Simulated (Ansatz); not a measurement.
# HgTe under pressure

These are results of DFT PBEsol, scalar-relativistic, plane waves, PAW (Ansatz 0.2.0), not measurements. (420 eV cutoff, 12×12×12 k-mesh, Gaussian smearing of 0.10 eV, no spin polarisation)

The relaxed crystal:

```
CELL_PARAMETERS angstrom
0.00000 3.25564 3.25564
3.25564 0.00000 3.25564
3.25564 3.25564 0.00000
ATOMIC_POSITIONS crystal
Hg 0.00000 0.00000 0.00000
Te 0.25000 0.25000 0.25000
```

Cell and atoms are relaxed at each pressure within the symmetry of the start, at zero temperature, so transitions that lower the symmetry aren't seen. The k-mesh given is that at zero pressure and may differ at others. Gaps are Kohn–Sham gaps over the whole zone.

Spin-orbit coupling is left out, which matters for the bands and energies of heavy elements.

(1) Give the structure at 2 GPa.

Answers

(1)
```
CELL_PARAMETERS angstrom
0.00000 3.20973 3.20973
3.20973 0.00000 3.20973
3.20973 3.20973 0.00000
ATOMIC_POSITIONS crystal
Hg 0.00000 0.00000 0.00000
Te 0.25000 0.25000 0.25000
```
It takes space group F-43m (No. 216, cubic). Conventional cell: a = 6.419 Å, b = 6.419 Å, c = 6.419 Å, α = 90.00°, β = 90.00°, γ = 90.00°. Around Hg (site symmetry -43m) lie 4 Te at 2.78 Å. Te (site symmetry -43m) is surrounded by 4 Hg at 2.78 Å.